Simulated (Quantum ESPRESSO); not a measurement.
Input of a Quantum ESPRESSO 7.5 run:

File pw.in:

```
&CONTROL
  calculation = 'scf'
  prefix = 'pwscf'
  outdir = './tmp'
  pseudo_dir = './pseudo'
  tprnfor = .true.
  tstress = .true.
  disk_io = 'nowf'
/
&SYSTEM
  ibrav = 0
  A = 6.42736331
  nat = 3
  ntyp = 2
  ecutwfc = 56
  ecutrho = 448
  nbnd = 23
  occupations = 'smearing'
  smearing = 'fd'
  degauss = 0.00367493
/
&ELECTRONS
  conv_thr = 6d-10
  electron_maxstep = 120
  mixing_beta = 0.3
/
ATOMIC_SPECIES
W    183.8400 w_pbesol_v1.2.uspp.F.UPF
S     32.0600 s_pbesol_v1.4.uspp.F.UPF
CELL_PARAMETERS alat
   0.2456683906    0.1418367114    0.9589209503
  -0.2456683906    0.1418367114    0.9589209503
   0.0000000000   -0.2836734229    0.9589209503
ATOMIC_POSITIONS alat
W      0.0000000000    0.0000000000    0.0000000000
S      0.0000000000    0.0000000000    1.6713992164
S      0.0000000000    0.0000000000    2.1584351671
K_POINTS automatic
10 10 10 0 0 0
HUBBARD {ortho-atomic}
U W-5d 5.0
```

Potentials or basis: GBRV 1.5 PBEsol.

The run is started by

```bash
$ OMP_NUM_THREADS=1 mpirun -n 2 pw.x -nk 2 -in pw.in > pw.out
```

What does it give for the pressure?

0.1 GPa.

Predict the largest force.

0.612 eV/Å.

Estimate the band gap on the k mesh.

1.18 eV, indirect (least direct gap 1.95 eV).

Eigenvalues of the final occupation matrices:
| site | spin | trace | eigenvalues |
| --- | --- | --- | --- |
| W 1 5d | each | 2.42 | 0.44 0.44 0.48 0.48 0.58 |

Caveat: spin-orbit coupling is left out, which moves the levels of the heavy elements. A k mesh can miss the band edges.
